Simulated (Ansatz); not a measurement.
Compressing ScAl3: a fit and a missing row

ScAl3, Pm-3m, a = 4.086 Å. The structure is a Materials Project entry; whether it is the stable form wasn't checked. Ansatz: r2SCAN, PAW, 500 eV, Γ-centred 10×10×10 mesh on 4 atoms, Gaussian smearing 0.10 eV; no spin polarisation. Symmetry fixes shape and atoms, so the cell is only scaled; pressure is positive in compression.

```tsv
V (Å³/atom)	P (GPa)
16.026	6.58
16.537	?
17.049	0.00
17.560	-2.62
18.071	-4.86
```

**Question.** Take V0 = 17.049 Å³/atom, fit the third-order Birch–Murnaghan form to the other rows, and predict the missing pressure.

**Answer.** With the Eulerian strain f = ½[(V0/V)^(2/3) − 1] and y = P/[3f(1 + 2f)^(5/2)], the form is the line y = B0 + 1.5 B0 (B0′ − 4) f. Rows (f, y): 0.02106, 93.9; -0.00975, 94.1; -0.01903, 93.8. Means f = -0.002573, y = 93.933; Σ(Δf)² = 0.0008809, ΣΔfΔy = 0.0002103; the slope is their ratio. y = 93.93 + 0.2388 f GPa, so B0 = 93.9 GPa and B0′ = 4 + 2 × (0.2388)/(3 × 93.93) = 4.00. At V = 16.537, f = 0.01027, y = 93.93 and P = 3.04 GPa. The run gave 3.04 GPa, the same to the digits shown.